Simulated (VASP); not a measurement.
# C in VASP: a series of runs

Runs on C. Level: LDA. Tasks: single point.

All numbers are computed with VASP 6.6.1; they aren't measurements. Logs are shortened: lines on timing, memory, paths and dates and some standing lists are left out, and cuts for length are marked.

## (1) Starting point

The cell holds a sheet with vacuum, 2 atoms: a = 2.444 Å, b = 2.444 Å, c = 23.800 Å, α = 90.00°, β = 90.00°, γ = 120.00°.

The cell was built by a generator and needn't be a form met in nature.

## (2) Single point, LDA

Contents of INCAR:

```
SYSTEM = C
PREC = Accurate ; ENCUT = 520
EDIFF = 1E-6 ; ISMEAR = 0
SIGMA = 0.03 ; LREAL = .False.
LASPH = .True. ; NELM = 100
ALGO = Normal ; ISIF = 2
LWAVE = .False. ; LCHARG = .True.
LDIPOL = .True. ; IDIPOL = 3
DIPOL = 0.5 0.5 0.294 ; GGA = CA
LELF = .True. ; LVHAR = .True.
LVACPOTAV = .True. ; NBANDS = 11
```

Contents of KPOINTS:

```
regular mesh
0
Gamma
  18 18 1
  0 0 0
```

Contents of POSCAR:

```
C
1.0
    2.4444568839      0.0000000000      0.0000000000
   -1.2222284420      2.1169617600      0.0000000000
    0.0000000000      0.0000000000     23.8000000000
C
2
Direct
    0.3333333333      0.6666666667      0.2941176471
    0.6666666667      0.3333333333      0.2941176471
```

Potentials or basis: VASP PAW LDA potentials, release 64 (C).

Run with:

```bash
$ cat potpaw_LDA.64/C/POTCAR > POTCAR
$ mpirun -np 1 vasp_std > vasp.out
```

OUTCAR:

```text
SYSTEM = C
   PREC = Accurate
   ENCUT = 520
   EDIFF = 1E-6
   ISMEAR = 0
   LREAL = .False.
   LASPH = .True.
   NELM = 100
   ISIF = 2
   GGA = CA

 ion  position               nearest neighbor table
   1  0.333  0.667  0.294-   2 1.41   2 1.41   2 1.41
   2  0.667  0.333  0.294-   1 1.41   1 1.41   1 1.41

  LATTYP: Found a hexagonal cell.
 ALAT       =     2.4444568839
 C/A-ratio  =     9.7363140895

  Lattice vectors:

 A1 = (   2.4444568839,   0.0000000000,   0.0000000000)
 A2 = (  -1.2222284420,   2.1169617600,   0.0000000000)
 A3 = (   0.0000000000,   0.0000000000,  23.8000000000)

Analysis of symmetry for initial positions (statically):
=====================================================================
 Subroutine PRICEL returns:
 Original cell was already a primitive cell.

 Routine SETGRP: Setting up the symmetry group for a
 hexagonal supercell.

 Subroutine GETGRP returns: Found 24 space group operations
 (whereof 12 operations were pure point group operations)
 out of a pool of 24 trial point group operations.

The static configuration has the point symmetry C_6v.
 The point group associated with its full space group is D_6h.

Analysis of symmetry for dynamics (positions and initial velocities):
=====================================================================
 Subroutine PRICEL returns:
 Original cell was already a primitive cell.

 Routine SETGRP: Setting up the symmetry group for a
 hexagonal supercell.

 Subroutine GETGRP returns: Found 24 space group operations
 (whereof 12 operations were pure point group operations)
 out of a pool of 24 trial point group operations.

The dynamic configuration has the point symmetry C_6v.
 The point group associated with its full space group is D_6h.

 Subroutine INISYM returns: Found 24 space group operations
 (whereof 12 operations are pure point group operations),
 and found     1 'primitive' translations

----------------------------------------------------------------------------------------

                                     Primitive cell

  volume of cell :     123.1608

  direct lattice vectors                    reciprocal lattice vectors
     2.444456884  0.000000000  0.000000000     0.409088827  0.236187545  0.000000000
    -1.222228442  2.116961760  0.000000000     0.000000000  0.472375089  0.000000000
     0.000000000  0.000000000 23.800000000     0.000000000  0.000000000  0.042016807

  length of vectors
     2.444456884  2.444456884 23.800000000     0.472375089  0.472375089  0.042016807

  position of ions in fractional coordinates (direct lattice)
     0.333333333  0.666666667  0.294117647
     0.666666667  0.333333333  0.294117647

  ion indices of the primitive-cell ions
   primitive index   ion index
                 1           1
                 2           2

----------------------------------------------------------------------------------------

 KPOINTS: regular mesh

Automatic generation of k-mesh.
 Grid dimensions read from file:
 generate k-points for:   18   18    1

 Generating k-lattice:

  Cartesian coordinates                     Fractional coordinates (reciprocal lattice)
     0.022727157  0.013121530  0.000000000     0.055555556  0.000000000  0.000000000
     0.000000000  0.026243061  0.000000000     0.000000000  0.055555556  0.000000000
     0.000000000  0.000000000  0.042016807     0.000000000  0.000000000  1.000000000

  Length of vectors
     0.026243061  0.026243061  0.042016807

  Shift w.r.t. Gamma in fractional coordinates (k-lattice)
     0.000000000  0.000000000  0.000000000

 Subroutine IBZKPT returns following result:
 ===========================================

 Found     37 irreducible k-points:

 Following reciprocal coordinates:
            Coordinates               Weight
  0.000000  0.000000  0.000000      1.000000
  0.055556  0.000000  0.000000      6.000000
  0.111111  0.000000  0.000000      6.000000
  0.166667  0.000000  0.000000      6.000000
  0.222222 -0.000000  0.000000      6.000000
  0.277778  0.000000  0.000000      6.000000
[... 16 lines left out ...]
  0.333333  0.111111  0.000000     12.000000
  0.388889  0.111111  0.000000     12.000000
 [... further k-points ...]
   k-points           NKPTS =     37   k-points in BZ     NKDIM =     37   number of bands    NBANDS=     11
   number of dos      NEDOS =    301   number of ions     NIONS =      2
   total plane-waves  NPLWV =  58320
   dimension x,y,z NGX =    18 NGY =   18 NGZ =  180
   dimension x,y,z NGXF=    36 NGYF=   36 NGZF=  360
   ions per type =               2
   NGX,Y,Z   is equivalent  to a cutoff of  12.24, 12.24, 12.57 a.u.
   NGXF,Y,Z  is equivalent  to a cutoff of  24.48, 24.48, 25.15 a.u.
 SYSTEM =  C
   PREC   = accura    normal or accurate (medium, high low for compatibility)
   ISTART =      0    job   : 0-new  1-cont  2-samecut
   ICHARG =      2    charge: 1-file 2-atom 10-const
   ISPIN  =      1    spin polarized calculation?
   LNONCOLLINEAR =      F non collinear calculations
   LSORBIT =      F    spin-orbit coupling
   LASPH  =      T    aspherical Exc in radial PAW
   ENCUT  =  520.0 eV  38.22 Ry    6.18 a.u.   4.55  4.55 44.25*2*pi/ulx,y,z
   NELM   =    100;   NELMIN=  2; NELMDL= -5     # of ELM steps
   EDIFF  = 0.1E-05   stopping-criterion for ELM
   LREAL  =      F    real-space projection
   EDIFFG = 0.1E-04   stopping-criterion for IOM
   NSW    =      0    number of steps for IOM
   IBRION =     -1    ionic relax: 0-MD 1-quasi-New 2-CG
   NFREE  =      0    steps in history (QN), initial steepest desc. (CG)
   ISIF   =      2    stress and relaxation
   ISYM   =      2    0-nonsym 1-usesym 2-fastsym
   POTIM  = 0.5000    time-step for ionic-motion
   TEBEG  =    0.0;   TEEND  =   0.0 temperature during run
   PSTRESS=    0.0 pullay stress
   NELECT =       8.0000    total number of electrons
   NUPDOWN=      -1.0000    fix difference up-down
   EMIN   =  10.00;   EMAX   =-10.00  energy-range for DOS
   EFERMI =   0.00;   METHOD = LEGACY
   ISMEAR =     0;   SIGMA  =   0.03  broadening in eV -4-tet -1-fermi 0-gaus
   EFERMI_NEDOS =   21; number of points for ismear=-14 and -15
   IALGO  =     38    algorithm
   IMIX   =      4    mixing-type and parameters
     AMIX     =   0.40;   BMIX     =  1.00
     AMIX_MAG =   1.60;   BMIX_MAG =  1.00
  volume/ion in A,a.u.               =      61.58       415.56
  Fermi-wavevector in a.u.,A,eV,Ry     =   0.658083  1.243597  5.892320  0.433073
  Thomas-Fermi vector in A             =   1.729793
   LORBIT       =      0    0 simple, 1 ext, 2 COOP (PROOUT), +10 PAW based schemes
   GGA     = CA    functional components
   LHFCALC =     F    Hartree Fock is set to
   AEXX    =    0.0000 exact exchange contribution
   IVDW    =     0    specifies the selected vdW correction
   LEPSILON=     F    determine dielectric tensor
   LRPA    =     F    only Hartree local field effects (RPA)
 non-spin polarized calculation
 Gauss-broadening in eV      SIGMA  =   0.03
  energy-cutoff  :      520.00
  volume of cell :      123.16
 maximum number of plane-waves:      3366
   NGX =  9   NGY =  9   NGZ = 89

 dipolmoment           0.000000      0.000000     -0.000000 electrons x Angstroem

 number of electron       7.9999998 magnetization

 dipolmoment           0.000000      0.000000      0.000002 electrons x Angstroem

 Free energy of the ion-electron system (eV)
  ---------------------------------------------------
  ext. energy  EPLUGINS =         0.00000000
  ---------------------------------------------------
  free energy    TOTEN  =       -20.17430874 eV

  energy without entropy =      -20.17409978  energy(sigma->0) =      -20.17420426

 E-fermi :  -3.1727     XC(G=0):  -1.8789

 val. band max:       -3.1727035005   @ k =   0.3333   0.3333   0.0000
 cond. band min:      -3.1727034953   @ k =   0.3333   0.3333   0.0000
 fundamental gap:      0.0000000052
 Fermi energy:        -3.1727034979

 k-point     1 :       0.0000    0.0000    0.0000
  band No.  band energies     occupation
      1     -22.6815      2.00000
      2     -10.9908      2.00000
      3      -6.2006      2.00000
      4      -6.2006      2.00000
      5       0.1551      0.00000
      6       1.1016      0.00000
      7       1.3702      0.00000
      8       1.9461      0.00000
      9       2.2803      0.00000
     10       3.3773      0.00000
     11       3.8285      0.00000

 k-point     2 :       0.0556    0.0000    0.0000
  band No.  band energies     occupation
      1     -22.6079      2.00000
      2     -10.9016      2.00000
      3      -6.4933      2.00000
      4      -6.3610      2.00000
      5       0.2550      0.00000
      6       1.2035      0.00000
      7       1.4737      0.00000
      8       2.0488      0.00000
      9       2.3829      0.00000
     10       3.4793      0.00000
     11       3.9299      0.00000

 k-point     3 :       0.1111    0.0000    0.0000
  band No.  band energies     occupation
      1     -22.3874      2.00000
      2     -10.6349      2.00000
      3      -7.3001      2.00000
      4      -6.7867      2.00000
      5       0.5548      0.00000
      6       1.5089      0.00000
      7       1.7840      0.00000
      8       2.3567      0.00000
      9       2.6909      0.00000
     10       3.7850      0.00000
     11       4.2337      0.00000
[... 267 lines left out ...]
 k-point    23 :       0.3333    0.1111    0.0000
  band No.  band energies     occupation
      1     -18.9477      2.00000
      2     -14.0548      2.00000
      3     -10.2444      2.00000
      4      -6.6896      2.00000
      5       0.1818      0.00000
      6       5.3057      0.00000
      7       5.9119      0.00000
      8       6.3225      0.00000
      9       6.7501      0.00000
     10       7.2511      0.00000
     11       7.6239      0.00000

 k-point    24 :       0.3889    0.1111    0.0000
  band No.  band energies     occupation
      1     -17.9316      2.00000
      2     -15.3698      2.00000
      3     -10.4704      2.00000
      4      -5.7625      2.00000
      5      -1.0415      0.00000
      6       5.7814      0.00000
      7       6.8010      0.00000
      8       7.7335      0.00000
      9       8.3003      0.00000
     10       8.7418      0.00000
     11       9.1556      0.00000

 [... further k-points ...]

------------------------ aborting loop because EDIFF is reached ----------------------------------------

  FORCE on cell =-STRESS in cart. coord.  units (eV):
  Direction    XX          YY          ZZ          XY          YZ          ZX
  --------------------------------------------------------------------------------------
  -------------------------------------------------------------------------------------
  Total        0.1519633      0.1519633     -0.0140283     -0.0000000      0.0000000      0.0000000
  in kB        1.9768650      1.9768650     -0.1824919     -0.0000000      0.0000000      0.0000000
  external PRESSURE =       1.2570793 kB  Pullay stress =       0.0000000 kB

 VOLUME and BASIS-vectors are now :
 -----------------------------------------------------------------------------
  energy-cutoff  :      520.00
  volume of cell :      123.16
      direct lattice vectors                 reciprocal lattice vectors
     2.444456884  0.000000000  0.000000000     0.409088827  0.236187545  0.000000000
    -1.222228442  2.116961760  0.000000000     0.000000000  0.472375089  0.000000000
     0.000000000  0.000000000 23.800000000     0.000000000  0.000000000  0.042016807

 POSITION                                       TOTAL-FORCE (eV/Angst)
 -----------------------------------------------------------------------------------
     -0.00000      1.41131      7.00000        -0.000000     -0.000000      0.000000
      1.22223      0.70565      7.00000         0.000000      0.000000      0.000000
 -----------------------------------------------------------------------------------
    total drift:                                0.000000      0.000000      0.000020

  FREE ENERGIE OF THE ION-ELECTRON SYSTEM (eV)
  ---------------------------------------------------
  free  energy   TOTEN  =       -20.1743087372 eV

  energy  without entropy=      -20.1740997781  energy(sigma->0) =      -20.17420426

 vacuum level on the upper side and lower side of the slab         1.305         1.305
```

It took 55 s on 1 thread of Intel Xeon Platinum 8488C (Sapphire Rapids), shared host; peak memory 0.19 GiB.

Results:

```
Free energy                     : -20.1743 eV
Band gap on the k mesh          : none (metal or under the smearing width)
Work function of the upper face : 4.48 eV
Work function of the lower face : 4.48 eV
```

## (3) Single point, LDA

This run uses another cell than the first one, of 36.84 Å³/atom, 0.598 times its volume.

Contents of INCAR:

```
ALGO = Normal
DIPOL = 0.5 0.5 0.500
EDIFF = 1E-6
ENCUT = 520
GGA = CA
IDIPOL = 3
ISIF = 2
ISMEAR = 0
LASPH = True
LCHARG = False
LDIPOL = True
LREAL = False
LWAVE = False
NBANDS = 11
NELM = 100
PREC = Accurate
SIGMA = 0.03
```

Contents of KPOINTS:

```
k-points
0
Gamma
  18 18 1
```

Contents of POSCAR:

```
C
1.0
    2.4650000000      0.0000000000      0.0000000000
   -1.2325000000      2.1347526203      0.0000000000
    0.0000000000      0.0000000000     14.0000000000
C
2
Direct
    0.3333330000      0.6666670000      0.5000000000
    0.6666670000      0.3333330000      0.5000000000
```

Potentials or basis: VASP PAW LDA potentials, release 64 (C).

Run with:

```bash
$ cat potpaw_LDA.64/C/POTCAR > POTCAR
$ mpirun -np 1 vasp_std > vasp.out
```

It took 30 s on 1 thread of Intel Xeon Platinum 8488C (Sapphire Rapids), shared host; peak memory 0.15 GiB.

The run converged. Its results:

```yaml
Free_energy: -20.1673 eV
Band_gap_on_the_k_mesh: none (metal or under the smearing width)
```

Levels at points of the mesh, in eV from the Fermi level:
```csv
k point,band 1,band 2,band 3,band 4,band 5,band 6,band 7,band 8
"(0.00, 0.00, 0.00)",-19.31,-7.65,-3.04,-3.04,3.39,4.50,5.07,7.26
"(0.50, 0.00, 0.00)",-14.04,-13.15,-6.41,-2.36,1.63,7.46,11.21,11.30
```
